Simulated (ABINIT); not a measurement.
# GaN (P6_3mc) in ABINIT: settings compared

The runs below take GaN through single point, with LDA, PBE.

Everything below comes from runs of ABINIT 10.8.3 (patched build). Logs are shortened: lines on timing, memory, paths and dates and some standing lists are left out, and cuts for length are marked. The log counts tension as positive stress, the text compression.

**Measured values to compare with.**

From “Studying electronic properties in GaN without electrical contacts using γ-γ vs e−-γ Perturbed Angular Correlations”, 2019, pmc:6823545, for a bulk crystal of GaN: band gap 3.503 ± 0.005 eV (direct).

The runs below are set against these values where they give the same quantity.

## (1) Starting point

The structure is hexagonal, space group P6_3mc (No. 186). The conventional cell has a = 3.212 Å, b = 3.212 Å, c = 10.357 Å, α = 90.00°, β = 90.00°, γ = 120.00°. Ga (site symmetry 3m) has 4 N at 1.95 to 2.00 Å as nearest neighbours. Ga (site symmetry 3m) is surrounded by 3 N at 1.94 Å. N (site symmetry 3m) has 4 Ga at 1.94 to 2.00 Å as nearest neighbours. N (site symmetry 3m) has 3 Ga at 1.95 Å as nearest neighbours.

The cell is a database's computed one.

## (2) Single point, LDA

The input, run.abi:

```
# Pseudopotentials
pp_dirpath "./"
pseudos "Ga.LDA_PW-JTH.xml, N.LDA_PW-JTH.xml"

# Structure
acell 3.2115377864 3.2115377865 10.35684 Angstrom
rprim
     1.0000000000     0.0000000000     0.0000000000
    -0.5000000000     0.8660254038     0.0000000000
     0.0000000000     0.0000000000     1.0000000000
ntypat 2
znucl 31 7
natom 8
typat 1 1 1 1 2 2 2 2
xred
     0.0000000000     0.0000000000     0.7858680000
     0.6666666667     0.3333333333     0.0373490000
     0.3333333333     0.6666666667     0.5373490000
     0.0000000000     0.0000000000     0.2858680000
     0.0000000000     0.0000000000     0.0930380000
     0.6666666667     0.3333333333     0.3437450000
     0.0000000000     0.0000000000     0.5930380000
     0.3333333333     0.6666666667     0.8437450000

# Plane-wave basis
ecut 25.0
pawecutdg 47.0

# k points
kptopt 1
ngkpt 8 8 2
nshiftk 1
shiftk 0.0 0.0 0.0

# Exchange and correlation
ixc 7

# Bands and occupations
nband 44
occopt 3
tsmear 0.05 eV

# SCF cycle
nstep 100
tolvrs 1.0e-9

# Output
iomode 3
prtwf 0
prtden 0
prteig 0
prtebands 0
enunit 1
```

Potentials or basis: JTH PAW LDA v2.0.

Launch:

```bash
abinit run.abi > log 2>&1
```

run.abo:

```text
.Version 10.8.3 of ABINIT
 Symmetries : space group P6_3 m c (#186); Bravais hP (primitive hexag.)
================================================================================
 Values of the parameters that define the memory need of the present run
     intxc =       0    ionmov =       0      iscf =      17    lmnmax =      18
     lnmax =       6     mgfft =      90  mpssoang =       3    mqgrid =    6041
     natom =       8  nloc_mem =       2    nspden =       1   nspinor =       1
    nsppol =       1      nsym =      12    n1xccc =       1    ntypat =       2
    occopt =       3   xclevel =       1
       mpw =        3744          nfft =       81000          nkpt =          20
 PAW method is used; the additional fine FFT grid is defined by:
   mgfftf=       125    nfftf =    200000
================================================================================
================================================================================

--------------------------------------------------------------------------------
------------- Echo of variables that govern the present computation ------------
--------------------------------------------------------------------------------
 -outvars: echo values of preprocessed input variables --------
            acell      6.0689268593E+00  6.0689268595E+00  1.9571591130E+01 Bohr
              amu      6.97230000E+01  1.40067400E+01
             ecut      2.50000000E+01 Hartree
           enunit           1
              ixc           7
         kptrlatt        8    0    0      0    8    0      0    0    2
          kptrlen      3.91431823E+01
            natom           8
            nband          44
            ngfft          30      30      90
          ngfftdg          40      40     125
             nkpt          20
            nstep         100
             nsym          12
           ntypat           2
           occopt           3
        pawecutdg      4.70000000E+01 Hartree
           prtden           0
        prtebands           0
           prteig           0
            prtwf           0
            rprim      1.0000000000E+00  0.0000000000E+00  0.0000000000E+00
                      -5.0000000000E-01  8.6602540380E-01  0.0000000000E+00
                       0.0000000000E+00  0.0000000000E+00  1.0000000000E+00
          spgroup         186
           tolvrs      1.00000000E-09
           tsmear      1.83746611E-03 Hartree
            typat      1  1  1  1  2  2  2  2
           useylm           1
           xangst      0.0000000000E+00  0.0000000000E+00  8.1391091371E+00
                       1.6057688932E+00  9.2709110279E-01  3.8681761716E-01
                      -3.3333902413E-11  1.8541822056E+00  5.5652376172E+00
                       0.0000000000E+00  0.0000000000E+00  2.9606891371E+00
                       0.0000000000E+00  0.0000000000E+00  9.6357967992E-01
                       1.6057688932E+00  9.2709110279E-01  3.5601119658E+00
                       0.0000000000E+00  0.0000000000E+00  6.1419996799E+00
                      -3.3333902413E-11  1.8541822056E+00  8.7385319658E+00
            xcart      0.0000000000E+00  0.0000000000E+00  1.5380687178E+01
                       3.0344634296E+00  1.7519482780E+00  7.3097935711E-01
                      -6.2991946269E-11  3.5038965561E+00  1.0516774922E+01
                       0.0000000000E+00  0.0000000000E+00  5.5948916131E+00
                       0.0000000000E+00  0.0000000000E+00  1.8209016955E+00
                       3.0344634296E+00  1.7519482780E+00  6.7276365929E+00
                       0.0000000000E+00  0.0000000000E+00  1.1606697260E+01
                      -6.2991946269E-11  3.5038965561E+00  1.6513432158E+01
             xred      0.0000000000E+00  0.0000000000E+00  7.8586800000E-01
                       6.6666666667E-01  3.3333333333E-01  3.7349000000E-02
                       3.3333333333E-01  6.6666666667E-01  5.3734900000E-01
                       0.0000000000E+00  0.0000000000E+00  2.8586800000E-01
                       0.0000000000E+00  0.0000000000E+00  9.3038000000E-02
                       6.6666666667E-01  3.3333333333E-01  3.4374500000E-01
                       0.0000000000E+00  0.0000000000E+00  5.9303800000E-01
                       3.3333333333E-01  6.6666666667E-01  8.4374500000E-01
            znucl       31.00000    7.00000

================================================================================

 chkinp: Checking input parameters for consistency.

================================================================================
== DATASET  1 ==================================================================

--- !DatasetInfo
iteration_state: {dtset: 1, }
dimensions: {natom: 8, nkpt: 20, mband: 44, nsppol: 1, nspinor: 1, nspden: 1, mpw: 3744, }
cutoff_energies: {ecut:  25.0, pawecutdg:  47.0, }
[... 158 lines left out ...]
    3     -0.00000000003333     1.85418220558175     5.56523761716000
    4      0.00000000000000     0.00000000000000     2.96068913712000
    5      0.00000000000000     0.00000000000000     0.96357967992000
    6      1.60576889318333     0.92709110279087     3.56011196580000
    7      0.00000000000000     0.00000000000000     6.14199967992000
    8     -0.00000000003333     1.85418220558175     8.73853196580000

 cartesian forces (hartree/bohr) at end:
    1      0.00000000000000     0.00000000000000     0.00086983957967
    2      0.00000000000000     0.00000000000000     0.00204316235810
    3      0.00000000000000     0.00000000000000     0.00204316235810
    4     -0.00000000000000    -0.00000000000000     0.00086983957967
    5     -0.00000000000000    -0.00000000000000    -0.00449208243771
    6     -0.00000000000000    -0.00000000000000     0.00157908049994
    7     -0.00000000000000    -0.00000000000000    -0.00449208243771
    8      0.00000000000000     0.00000000000000     0.00157908049994
 frms,max,avg= 1.5166694E-03 4.4920824E-03   0.000E+00  0.000E+00 -2.073E-05 h/b

 cartesian forces (eV/Angstrom) at end:
    1      0.00000000000000     0.00000000000000     0.04472894958953
    2      0.00000000000000     0.00000000000000     0.10506363271462
    3      0.00000000000000     0.00000000000000     0.10506363271462
    4     -0.00000000000000    -0.00000000000000     0.04472894958953
    5     -0.00000000000000    -0.00000000000000    -0.23099216637754
    6     -0.00000000000000    -0.00000000000000     0.08119958407339
    7     -0.00000000000000    -0.00000000000000    -0.23099216637754
    8      0.00000000000000     0.00000000000000     0.08119958407339
 frms,max,avg= 7.7990277E-02 2.3099217E-01   0.000E+00  0.000E+00 -1.066E-03 e/A
 length scales=  6.068926859300  6.068926859489 19.571591129847 bohr
              =  3.211537786400  3.211537786500 10.356840000000 angstroms
 Fermi (or HOMO) energy (eV) =   6.46836   Average Vxc (eV)= -11.08186
 Eigenvalues (   eV  ) for nkpt=  20  k points:
 kpt#   1, nband= 44, wtk=  0.00781, kpt=  0.0000  0.0000  0.0000 (reduced coord)
 -10.24301   -9.96068   -9.15510   -9.10333   -8.41635   -8.41635   -8.41484   -8.41484
  -8.24366   -8.24366   -8.24089   -8.24089   -8.20177   -8.12882   -7.76886   -7.76886
  -7.76804   -7.76804   -7.53055   -7.53055   -7.52758   -7.52758   -7.27731   -6.42460
  -0.90892    1.51089    2.62731    4.61386    4.61386    4.65576    4.65576    5.45772
   5.45772    5.48687    5.48687    6.04224    6.85971    9.30554    9.45018    9.54398
  12.85447   13.57396   14.37548   14.46436
 prteigrs : prtvol=0 or 1, do not print more k-points.

--- !EnergyTerms
iteration_state     : {dtset: 1, }
comment             : Components of total free energy in Hartree
kinetic             :  4.33530173882610E+01
hartree             :  9.18749607840432E+01
xc                  : -1.71278008679627E+01
Ewald energy        : -2.34338375110917E+02
psp_core            :  1.16329190313015E+01
local_psp           : -2.58324185084155E+02
PAW spherical_terms :  5.50211438348112E+00
internal            : -3.57427349475948E+02
'-kT*entropy'       : -2.20901097341986E-07
total_energy        : -3.57427349696849E+02
total_energy_eV     : -9.72609366747827E+03
...

--- !EnergyTermsDC
iteration_state     : {dtset: 1, }
comment             : '"Double-counting" decomposition of free energy'
band_energy         : -1.17762615962977E+01
Ewald energy        : -2.34338375110917E+02
psp_core            :  1.16329190313015E+01
xc_dc               : -8.81558895900285E+01
PAW spherical_terms : -3.47897377168976E+01
internal            : -3.57427344982839E+02
'-kT*entropy'       : -2.20901097341986E-07
total_energy_dc     : -3.57427345203741E+02
total_energy_dc_eV  : -9.72609354521457E+03
...

--- !EnergyTermsWithPAWCore
iteration_state     : {dtset: 1, }
comment             : 'Components of total free energy, including PAW core contributions'
Total energy        : -7.98265998222689E+03
Total energy DC     : -7.98265997773378E+03
Total energy (eV)   : -2.17219244046712E+05
Total energy DC (eV): -2.17219243924448E+05
...

 Cartesian components of stress tensor (hartree/bohr^3)
  sigma(1 1)=  5.00893622E-04  sigma(3 2)=  0.00000000E+00
  sigma(2 2)=  5.00893620E-04  sigma(3 1)=  0.00000000E+00
  sigma(3 3)=  1.54457697E-04  sigma(2 1)=  3.43999049E-13

-Cartesian components of stress tensor (GPa)         [Pressure= -1.1339E+01 GPa]
- sigma(1 1)=  1.47367991E+01  sigma(3 2)=  0.00000000E+00
- sigma(2 2)=  1.47367991E+01  sigma(3 1)=  0.00000000E+00
- sigma(3 3)=  4.54430235E+00  sigma(2 1)=  1.01208014E-08

== END DATASET(S) ==============================================================
================================================================================

 -outvars: echo values of variables after computation  --------
            acell      6.0689268593E+00  6.0689268595E+00  1.9571591130E+01 Bohr
           etotal     -3.5742734520E+02
            fcart      3.5494185850E-28  2.0492577755E-28  8.6983957967E-04
                       3.5494185850E-28  2.0492577755E-28  2.0431623581E-03
                       3.5494185850E-28  2.0492577755E-28  2.0431623581E-03
                      -3.5494185850E-28 -2.0492577755E-28  8.6983957967E-04
                      -3.5494185850E-28 -2.0492577755E-28 -4.4920824377E-03
                      -3.5494185850E-28 -2.0492577755E-28  1.5790804999E-03
                      -3.5494185850E-28 -2.0492577755E-28 -4.4920824377E-03
                       3.5494185850E-28  2.0492577755E-28  1.5790804999E-03
            rprim      1.0000000000E+00  0.0000000000E+00  0.0000000000E+00
                      -5.0000000000E-01  8.6602540380E-01  0.0000000000E+00
                       0.0000000000E+00  0.0000000000E+00  1.0000000000E+00
           strten      5.0089362175E-04  5.0089361987E-04  1.5445769743E-04
                       0.0000000000E+00  0.0000000000E+00  3.4399904903E-13
           xangst      0.0000000000E+00  0.0000000000E+00  8.1391091371E+00
                       1.6057688932E+00  9.2709110279E-01  3.8681761716E-01
                      -3.3333902413E-11  1.8541822056E+00  5.5652376172E+00
                       0.0000000000E+00  0.0000000000E+00  2.9606891371E+00
                       0.0000000000E+00  0.0000000000E+00  9.6357967992E-01
                       1.6057688932E+00  9.2709110279E-01  3.5601119658E+00
                       0.0000000000E+00  0.0000000000E+00  6.1419996799E+00
                      -3.3333902413E-11  1.8541822056E+00  8.7385319658E+00
             xred      0.0000000000E+00  0.0000000000E+00  7.8586800000E-01
                       6.6666666667E-01  3.3333333333E-01  3.7349000000E-02
                       3.3333333333E-01  6.6666666667E-01  5.3734900000E-01
                       0.0000000000E+00  0.0000000000E+00  2.8586800000E-01
                       0.0000000000E+00  0.0000000000E+00  9.3038000000E-02
                       6.6666666667E-01  3.3333333333E-01  3.4374500000E-01
                       0.0000000000E+00  0.0000000000E+00  5.9303800000E-01
                       3.3333333333E-01  6.6666666667E-01  8.4374500000E-01
 Calculation completed.
```

It took 8.2 min on 1 thread of Intel Xeon at 2.50GHz (Skylake/Cascade Lake), shared host; peak memory 0.2 GiB.

Results:

```yaml
Free_energy: -9726.0935 eV
Largest_force: 0.231 eV/Å
Band_gap_on_the_k_mesh: 0.82 eV, direct
Valence_electrons_inside_the_program's_atomic_spheres: Ga 11.18, 11.08; N 2.55, 2.52, 2.54
```

Forces on the atoms (eV/Å):
```
Ga   0.000  0.000  0.045
Ga   0.000  0.000  0.105
Ga   0.000  0.000  0.105
Ga   0.000  0.000  0.045
N    0.000  0.000 -0.231
N    0.000  0.000  0.081
N    0.000  0.000 -0.231
N    0.000  0.000  0.081
```

Levels at points of the mesh, in eV from the valence-band top:
```
           k point  band 33  band 34  band 35  band 36  band 37  band 38  band 39  band 40
(0.00, 0.00, 0.00)    -0.58    -0.56    -0.56     0.00     0.82     3.26     3.41     3.50
(0.50, 0.00, 0.00)    -2.18    -1.95    -1.54    -0.76     1.79     2.30     4.59     4.62
(0.00, 0.00, 0.50)    -0.57    -0.57    -0.57    -0.57     2.24     2.24     3.53     3.53
(0.50, 0.00, 0.50)    -1.80    -1.80    -1.41    -1.41     2.34     2.34     4.39     4.39
```

Caveat: the cutoff is too short for stress, so the log's stress isn't used.

## (3) Single point, PBE

The input, run.abi:

```
pp_dirpath "./"
pseudos "Ga.GGA_PBE-JTH.xml, N.GGA_PBE-JTH.xml"

acell 3*1.0 Angstrom
rprim
     3.2115377864     0.0000000000     0.0000000000
    -1.6057688932     2.7812733083     0.0000000000
     0.0000000000     0.0000000000    10.3568400000
ntypat 2
znucl 31 7
natom 8
typat 1 1 1 1 2 2 2 2
xred
     0.0000000000     0.0000000000     0.7858680000
     0.6666666667     0.3333333333     0.0373490000
     0.3333333333     0.6666666667     0.5373490000
     0.0000000000     0.0000000000     0.2858680000
     0.0000000000     0.0000000000     0.0930380000
     0.6666666667     0.3333333333     0.3437450000
     0.0000000000     0.0000000000     0.5930380000
     0.3333333333     0.6666666667     0.8437450000

ecut 26.0
pawecutdg 48.0

kptopt 1
ngkpt 6 6 2
nshiftk 1
shiftk 0.0 0.0 0.0

ixc 11

nband 44
occopt 3
tsmear 0.05 eV

nstep 100
tolvrs 1.0e-9

iomode 3
prtwf 0
prtden 0
prteig 0
prtebands 0
```

Potentials or basis: JTH PAW PBE v2.0.

Launch:

```bash
abinit run.abi > log 2>&1
```

Run time: 5.6 min. Hardware: 1 thread of Intel Xeon at 2.50GHz (Skylake/Cascade Lake), shared host; peak memory 0.21 GiB.

It converged, with:

```
Free energy                                           : -9700.1213 eV
Pressure                                              : 0.2 GPa
Largest force                                         : 0.351 eV/Å
Band gap on the k mesh                                : 0.81 eV, direct
Valence electrons inside the program's atomic spheres : Ga 11.15, 11.06, 11.16; N 2.57, 2.54, 2.55, 2.53
```

Forces on the atoms (eV/Å):
```
Ga   0.000  0.000  0.017
Ga   0.000  0.000 -0.160
Ga   0.000  0.000 -0.160
Ga   0.000  0.000  0.017
N    0.000  0.000 -0.209
N    0.000  0.000  0.351
N    0.000  0.000 -0.209
N    0.000  0.000  0.351
```

Stress tensor (GPa, compression positive):
```
-2.16  0.00  0.00
 0.00 -2.16  0.00
 0.00  0.00  5.03
```

Levels at points of the mesh, in eV from the valence-band top:
```
           k point  band 34  band 35  band 36  band 37  band 38  band 39
(0.00, 0.00, 0.00)    -0.53    -0.53     0.00     0.81     3.31     3.51
(0.50, 0.00, 0.00)    -1.93    -1.51    -0.75     1.94     2.44     4.69
(0.00, 0.00, 0.50)    -0.55    -0.55    -0.55     2.25     2.25     3.62
(0.50, 0.00, 0.50)    -1.76    -1.40    -1.40     2.48     2.48     4.49
```

## (4) Comparison with measurements

Step 2. Measured gap of GaN: 3.503 eV (direct; quoted in “Studying electronic properties in GaN without electrical contacts using γ-γ vs e−-γ Perturbed Angular Correlations”, 2019, pmc:6823545). This calculation gives 0.82 eV (-2.69 eV). So large a miss can be the level of theory's own, or it may mean another phase, state or a wrong row. Spin-orbit coupling on Ga is left out. The value is that of LDA, without temperature or zero-point motion. Semilocal functionals fall short of measured gaps as a rule. The cell is a database's relaxed one, not the measured one, which moves gaps too.

Step 3. Against the measured gap of GaN, 3.503 eV (direct; quoted in “Studying electronic properties in GaN without electrical contacts using γ-γ vs e−-γ Perturbed Angular Correlations”, 2019, pmc:6823545), the calculated 0.81 eV is off by -2.69 eV. So large a miss can be the level of theory's own, or it may mean another phase, state or a wrong row. Spin-orbit coupling on Ga is left out. The value is that of PBE, without temperature or zero-point motion. Semilocal functionals fall short of measured gaps as a rule. The cell is a database's relaxed one, not the measured one, which moves gaps too.
